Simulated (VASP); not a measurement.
# CsPbBr₃, energy difference of two geometries: which settings are enough?

CsPbBr₃, Pm-3m (no. 221), 5 atoms in the cell. PBE, energy difference of two geometries; PAW potentials Pb_d, Cs_sv, Br (PBE set). VASP 6.6.1.

Wanted: energy difference within 0.5 meV/atom.

What the run is for: energy difference; Accuracy asked: standard; Second geometry: volume scaled by 0.94.

The series start from Plane-wave cutoff (eV): 310; k-point mesh: 4 × 4 × 4; Precision mode (PREC): Accurate; Electronic threshold (eV): 1e-6; Aspherical gradient terms in the spheres (LASPH): yes; Electronic algorithm: ALGO=Normal. Each series keeps the choices made before it, and each single choice may use up half of a tolerance. Times cover all steps of a run.

## Plane-wave cutoff (eV)

| Plane-wave cutoff (eV) | Energy difference (meV/atom) | Time (s) |
|---|---|---|
| 190 | 33.41 | 19 |
| 240 | 36.99 | 20 |
| 280 | 36.96 | 22 |
| 310 | 36.87 | 29 |
| 360 | 36.75 | 35 |
| 420 | 36.86 | 43 |
| 500 | 36.84 | 61 |
| 620 (reference) | 36.84 | 77 |

Chosen: 240, the loosest value from which every tighter one stays within half of the tolerance.

## k-point mesh

| k-point mesh | Energy difference (meV/atom) | Time (s) |
|---|---|---|
| 2 × 2 × 2 | 56.78 | 13 |
| 3 × 3 × 3 | 29.85 | 13 |
| 4 × 4 × 4 | 36.99 | 20 |
| 5 × 5 × 5 | 34.02 | 21 |
| 6 × 6 × 6 | 35.10 | 30 |
| 8 × 8 × 8 (reference) | 34.86 | 51 |

Chosen: 6 × 6 × 6.

## Precision mode (PREC)

| Precision mode (PREC) | Energy difference (meV/atom) | Time (s) |
|---|---|---|
| Low | 34.81 | 24 |
| SingleN | 36.99 | 24 |
| Normal | 35.17 | 25 |
| Accurate (reference) | 35.10 | 30 |

Chosen: Normal.

## Electronic threshold (eV)

| Electronic threshold (eV) | Energy difference (meV/atom) | Time (s) |
|---|---|---|
| 0.001 | 35.22 | 18 |
| 0.0001 | 35.17 | 20 |
| 1e-5 | 35.17 | 22 |
| 1e-6 | 35.17 | 25 |
| 1e-7 | 35.17 | 28 |
| 1e-8 (reference) | 35.17 | 31 |

Chosen: 0.001.

## Aspherical gradient terms in the spheres (LASPH)

| Aspherical gradient terms in the spheres (LASPH) | Energy difference (meV/atom) | Time (s) |
|---|---|---|
| yes | 35.22 | 18 |
| no | 35.20 | 14 |

Chosen: yes; no other choice that stays within half of the tolerance saves 30 % of the time.

## Electronic algorithm

| Electronic algorithm | Energy difference (meV/atom) | Time (s) |
|---|---|---|
| ALGO=Normal | 35.22 | 18 |
| ALGO=Fast | 35.16 | 18 |
| ALGO=VeryFast | 35.24 | 20 |
| ALGO=All ISEARCH=1 | 35.17 | 20 |
| ALGO=All ISEARCH=0 | 35.17 | 20 |
| ALGO=Damped TIME=0.4 | 35.18 | 19 |
| ALGO=Damped TIME=0.1 | 35.27 | 28 |
| ALGO=Old Fast | 35.16 | 13 |

Chosen: ALGO=Normal.

## All choices together

| Input | Energy difference (meV/atom) | Time (s) |
|---|---|---|
| the program's defaults (naive) | 29.43 | 3.7 |
| chosen settings | 35.22 | 18 |
| reference settings throughout | 34.76 | 248 |

The tolerance is met.

## The input

INCAR:
```
SYSTEM = CsPbBr3
ALGO = Normal
EDIFF = 0.001
EFERMI = MIDGAP
ENCUT = 240
GGA = PE
GGA_COMPAT = .False.
ISIF = 2
ISMEAR = 0
LASPH = .True.
LCHARG = .False.
LREAL = .False.
LWAVE = .False.
NELM = 120
PREC = Normal
SIGMA = 0.03
```

KPOINTS:
```
Automatic mesh
0
Gamma
  6 6 6
  0 0 0
```

POSCAR.step1:
```
CsPbBr3
1.0
    5.8700000000      0.0000000000      0.0000000000
    0.0000000000      5.8700000000      0.0000000000
    0.0000000000      0.0000000000      5.8700000000
Pb Cs Br
1 1 3
Direct
    0.5000000000      0.5000000000      0.5000000000
    0.0000000000      0.0000000000      0.0000000000
    0.5000000000      0.5000000000      0.0000000000
    0.5000000000      0.0000000000      0.5000000000
    0.0000000000      0.5000000000      0.5000000000
```

POSCAR.step2:
```
CsPbBr3
1.0
    5.7501704582      0.0000000000      0.0000000000
    0.0000000000      5.7501704582      0.0000000000
    0.0000000000      0.0000000000      5.7501704582
Pb Cs Br
1 1 3
Direct
    0.5000000000      0.5000000000      0.5000000000
    0.0000000000      0.0000000000      0.0000000000
    0.5000000000      0.5000000000      0.0000000000
    0.5000000000      0.0000000000      0.5000000000
    0.0000000000      0.5000000000      0.5000000000
```

Commands (each step's output is kept before the next begins):
```
cat potpaw_PBE.64/Pb_d/POTCAR potpaw_PBE.64/Cs_sv/POTCAR potpaw_PBE.64/Br/POTCAR > POTCAR
cp POSCAR.step1 POSCAR
mpirun -np 1 vasp_std > vasp.out
cp POSCAR.step2 POSCAR
mpirun -np 1 vasp_std > vasp.out
```

The chosen input took VASP 6.6.1 18 s on 1 core (AMD EPYC 9R45 (Zen 5)), a shared host.

## An input that fails: one k point for a small cell

It runs to its end, but against the unchanged starting input it is off by 42.98 meV/atom in the energy difference.

k mesh: 4 × 4 × 4 becomes 1 × 1 × 1.

Changes against the starting input:
```
(all steps)
- NELM = 120
+ NELM = 55
```
